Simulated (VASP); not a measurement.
Here is a VASP 6.6.1 calculation.

The input POSCAR:

```
C
1.0
    0.0000000000      2.1341717714      3.3921351648
    1.2328129398      0.0000000000      3.3921351648
    1.2328129398      2.1341717714      0.0000000000
C
2
Direct
    0.1666996624      0.8333003376      0.1666996624
    0.8333003376      0.1666996624      0.8333003376
```

The input INCAR.step1:

```
SYSTEM = C
ALGO = Fast
EDIFF = 1E-6
ENCUT = 520
GGA = PE
ISIF = 2
ISMEAR = 0
IVDW = 12
LASPH = .TRUE.
LCHARG = .TRUE.
LREAL = .FALSE.
LWAVE = .FALSE.
NBANDS = 11
NELM = 100
PREC = Accurate
SIGMA = 0.02
```

The input KPOINTS.step1:

```
k-points
0
G
  18 18 18
  0 0 0
```

File INCAR.step2:

```
SYSTEM = C
ALGO = Fast
EDIFF = 1E-6
ENCUT = 520
GGA = PE
ICHARG = 11
ISIF = 2
ISMEAR = -5
IVDW = 12
LASPH = .TRUE.
LCHARG = .FALSE.
LORBIT = 11
LREAL = .FALSE.
LWAVE = .FALSE.
NEDOS = 2001
NELM = 100
PREC = Accurate
SIGMA = 0.02
```

KPOINTS.step2

```
k-points
0
G
  27 27 27
  0 0 0
```

Potentials or basis: VASP PAW PBE potentials, release 64 (C).

Launch:

```sh
$ cat potpaw_PBE.64/C/POTCAR > POTCAR
$ cp INCAR.step1 INCAR
$ cp KPOINTS.step1 KPOINTS
$ mpirun -np 1 vasp_std > vasp.out
$ cp INCAR.step2 INCAR
$ cp KPOINTS.step2 KPOINTS
$ mpirun -np 1 vasp_std > vasp.out
```

Task: Predict the dispersion energy per atom.

Result: -0.154 eV.

States per cell in windows of 1 eV (zero at the valence-band top; states under -8 eV left out):
| from (eV) | total | C1_p | C2_p | C1_s | C2_s | C1_d | C2_d |
| --- | --- | --- | --- | --- | --- | --- | --- |
| -8.0 | 0.65 | 0.19 | 0.19 | 0.03 | 0.03 | 0.00 | 0.00 |
| -7.0 | 0.91 | 0.29 | 0.29 | 0.02 | 0.02 | 0.00 | 0.00 |
| -6.0 | 0.72 | 0.23 | 0.23 | 0.01 | 0.01 | 0.00 | 0.00 |
| -5.0 | 0.60 | 0.19 | 0.19 | 0.00 | 0.00 | 0.00 | 0.00 |
| -4.0 | 0.55 | 0.17 | 0.17 | 0.00 | 0.00 | 0.00 | 0.00 |
| -3.0 | 0.43 | 0.11 | 0.11 | 0.00 | 0.00 | 0.00 | 0.00 |
| -2.0 | 0.22 | 0.06 | 0.06 | 0.00 | 0.00 | 0.00 | 0.00 |
| -1.0 | 0.06 | 0.02 | 0.02 | 0.00 | 0.00 | 0.00 | 0.00 |
| 0.0 | 0.06 | 0.02 | 0.02 | 0.00 | 0.00 | 0.00 | 0.00 |
| 1.0 | 0.34 | 0.08 | 0.08 | 0.00 | 0.00 | 0.00 | 0.00 |
| 2.0 | 0.33 | 0.08 | 0.08 | 0.00 | 0.00 | 0.00 | 0.00 |
| 3.0 | 0.25 | 0.07 | 0.07 | 0.00 | 0.00 | 0.00 | 0.00 |
| 4.0 | 0.23 | 0.05 | 0.05 | 0.00 | 0.00 | 0.00 | 0.00 |
| 5.0 | 0.27 | 0.05 | 0.05 | 0.00 | 0.00 | 0.00 | 0.00 |
| 6.0 | 0.26 | 0.05 | 0.05 | 0.00 | 0.00 | 0.00 | 0.00 |
| 7.0 | 0.60 | 0.07 | 0.07 | 0.05 | 0.05 | 0.00 | 0.00 |
